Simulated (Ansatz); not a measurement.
**GaAs and the effect of spin-orbit coupling**

```yaml
crystal:
  lattice:
    - [0.00000, 2.82685, 2.82685]
    - [2.82685, 0.00000, 2.82685]
    - [2.82685, 2.82685, 0.00000]
  atoms:
    - { symbol: As, position: [0.75000, 0.75000, 0.75000] }
    - { symbol: Ga, position: [0.00000, 0.00000, 0.00000] }
```

Kept alike: task band structure; functional r2SCAN; k mesh 6 × 6 × 6; occupations fermi-dirac, width 0.05 eV. Program: Ansatz, Ansatz PAW, cutoff 500 eV. The mesh is that of the run's cell of 2 atoms.

```csv
spin-orbit coupling,band gap (eV)
off,1.015
on,0.910
```

Gaps are the smaller of the mesh's and the band path's. All rows use potentials made for PBE.

The band gap runs from 0.910 (on) to 1.015 eV (off). Spin-orbit coupling splits p and d bands at the edges, and the more so the heavier the atoms.
